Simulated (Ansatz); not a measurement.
The cell comes from COD entry 1538565, which wasn't checked; take it as a given geometry. The listed cell was then made from it by scaling, straining or moving an atom.

InP: DFT, PBEsol, all-electron PAW with datasets made for the crystal, scalar-relativistic (Ansatz 0.2.0). What sets it apart from a plain run of this crystal: zz strain of +1 %.

Command: `ansatz run input.yaml --threads 1 --pin off --max-ram 3072MiB --backend cpu --events-out ev --progress --plain --runs-dir out` The run took 10 s on 1 thread of Arm Neoverse V1, with other jobs on the host, peak memory 0.46 GiB.

```yaml
crystal:
  lattice:
    - [0.0, 2.855, 2.88355]
    - [2.855, 0.0, 2.88355]
    - [2.855, 2.855, 0.0]
  atoms:
    - { symbol: In, position: [0.0, 0.0, 0.0] }
    - { symbol: P, position: [0.5, 0.5, 0.5] }
kpoints:
  mp_grid: { grid: [11, 11, 11] }
scf:
  occupations: { method: fermi_dirac, width: 0.03 }
hamiltonian:
  xc: pbesol
  pseudopotentials: { kind: all_electron, datasets: crystal }
output:
  forces: true
  stress: true
  eigenvalues: true
  efg: { contact_densities: true }
```

Output (standing set-up lines are left out):

```
Crystal: 2 atoms, lattice volume = 47.008 Å³
Symmetry: 16 space group operations
Space group: I4/mmm (ITA 139), of the structure as read, at distance tolerance 3.6e-5 Å
k-points: 126 of 1331
iter 1 solved again at ethr=4.98e-3 eV; its pass at ethr=1.00e-1 eV (dr2=8.97e-1 eV) is discarded
SCF iter   1: F=—  HF=-169267.007672 eV  |F-HF|=—  |Δ(HF+E_count)|=         —  Δρ=2.91e-2  dr2=8.52e-1  ethr=4.98e-3  ⟨swp⟩=3.1  Hψ=8260  notcnv=0
preconditioner: auto → Kerker (q_TF=auto, 2.325 Å⁻¹)  [metal: Δε(μ)=0.005 eV  Ē_g=13.589 eV  σ=0.030 eV  W_gap=0.05  n_scr=14 (ndim 8)  ℏωp=23.0 eV  f_vac=0.000  D(μ)=1.16/eV (n_scr^D=8)]
SCF iter   2: F=—  HF=-169266.834681 eV  |F-HF|=—  |Δ(HF+E_count)|=   1.73e-1  Δρ=1.56e-2  dr2=2.17e-1  ethr=4.73e-3  ⟨swp⟩=2.0  Hψ=3277  notcnv=0
iter 3 solved again at ethr=9.99e-5 eV; its pass at ethr=1.21e-3 eV (dr2=1.80e-2 eV) is discarded
SCF iter   3: F=—  HF=-169266.778420 eV  |F-HF|=—  |Δ(HF+E_count)|=   5.63e-2  Δρ=5.16e-3  dr2=1.81e-2  ethr=9.99e-5  ⟨swp⟩=2.0  Hψ=7182  notcnv=0
SCF iter   4: F=—  HF=-169266.772178 eV  |F-HF|=—  |Δ(HF+E_count)|=   6.24e-3  Δρ=9.92e-4  dr2=2.93e-4  ethr=9.99e-5  ⟨swp⟩=3.0  Hψ=4034  notcnv=0
SCF iter   5: F=—  HF=-169266.773685 eV  |F-HF|=—  |Δ(HF+E_count)|=   1.51e-3  Δρ=3.97e-4  dr2=5.05e-5  ethr=1.63e-6  ⟨swp⟩=3.0  Hψ=3709  notcnv=0
SCF iter   6: F=—  HF=-169266.773733 eV  |F-HF|=—  |Δ(HF+E_count)|=   4.84e-5  Δρ=2.12e-4  dr2=1.37e-5  ethr=2.80e-7  ⟨swp⟩=3.0  Hψ=3530  notcnv=0
SCF iter   7: F=—  HF=-169266.773736 eV  |F-HF|=—  |Δ(HF+E_count)|=   2.56e-6  Δρ=2.49e-5  dr2=3.10e-7  ethr=7.61e-8  ⟨swp⟩=3.0  Hψ=2944  notcnv=0
SCF iter   8: F=-169266.773736 eV  HF=-169266.773736 eV  |F-HF|=1.95e-9  |Δ(HF+E_count)|=   2.98e-7  Δρ=6.87e-6  dr2=3.16e-8  ethr=1.72e-9  ⟨swp⟩=3.0  Hψ=3825  notcnv=0
SCF 1 converged in 8 iterations: F = -169266.773738 eV  dr2 = 3.16e-8
  Residual-converged pass: ⟨swp⟩=3.2  Hψ=2930  notcnv=0  max |occ|·‖R‖ = 5.2e-6 eV (tolerance 5.3e-6 eV)  dr2=3.12e-8  dr2_onsite=1.48e-8  max |Δocc| = 5.0e-10
  greatest PAW one-centre occupation: 0.981 electrons in one spin orbital (limit 2), on the In atom at site 0 (counted from 0), in its partial waves of l = 2
SCF converged after 8 iterations
Free energy (F): -169266.773738 eV
Harris-Foulkes:  -169266.773738 eV  (|F-HF|=1.95e-9)
Internal energy: -169266.771084 eV  (E = F + TS)
E sigma→0 (E₀):  -169266.772411 eV
Entropy (-TS):   -0.002654 eV (-1.327 meV/atom)
Past the cutoff: the bands carry plane waves up to 1.75 times it, of which those up to 1.5 times it add -0.000288 eV an atom, each by itself; the spheres take 0.000459 eV an atom off the energy for waves past 1.75 times it
By the cutoff:   a pressure is off by up to 0.008 GPa (1.2 times the spheres' own share and the shells' term, over an atom's volume, and 0.004 GPa: a bound that held against runs at twice the plane waves)
Past the cutoffs: a stress includes 0.0013 GPa for waves and charges beyond them, in addition to the slope of what the spheres take
In the spheres:  the bands' charges fall short by 2.2e-6 e at most (sound up to 1e-3)
Fermi energy:    9.908417 eV
--- Per-component energies (eV) ---
  The terms above E_closure are by the made datasets' own strengths, without shells solved beside the bands.
--- Forces (eV/Å), atoms counted from 1 ---
  atom   1  In    -0.00000000     0.00000000     0.00000000
  atom   2  P      0.00000000     0.00000000     0.00000000
  max |Σ_I F_I| component: 1.18e-30 eV/Å
--- Stress (GPa, compression-positive) ---
       -8.383929       0.000000       0.000000
        0.000000      -8.383929       0.000000
        0.000000       0.000000      -9.060683
  P = ⅓ Tr σ = -8.6095 GPa (-86.095 kbar)
--- PAW observables at the nuclei: V_zz in 10²¹ V/m², potentials from the cell's mean, atoms counted from 1 ---
  atom   1  In V_zz =    +0.885121   η = 0.0000   by run symmetry: allowed
            electrostatic potential = -7935.122451 V   contact ρ = 1131299.726065 e/Å³
  atom   2  P  V_zz =    -0.090575   η = 0.0000   by run symmetry: allowed
            electrostatic potential = -1494.147145 V   contact ρ = 15982.012217 e/Å³
--- Band table (eV; the first three rows and the last of 126) ---
  k-point 0: bands = ["-4.0993", "-4.0986", "-4.0846", "-4.0808", "-4.0808", "-1.3805", "9.6436", "9.7003", "9.7003", "9.7880", "16.8959"]
  k-point 1: bands = ["-4.1020", "-4.1010", "-4.0828", "-4.0787", "-4.0772", "-1.2891", "8.3676", "9.7167", "9.7694", "10.8761", "16.2176"]
  k-point 2: bands = ["-4.1108", "-4.1094", "-4.0823", "-4.0668", "-4.0655", "-1.0205", "7.0188", "9.7697", "9.8042", "11.7909", "15.3087"]
  k-point 125: bands = ["-4.3017", "-4.1172", "-4.0709", "-4.0047", "-4.0022", "1.1807", "5.6260", "6.5989", "8.0107", "8.6322", "14.1323"]
```
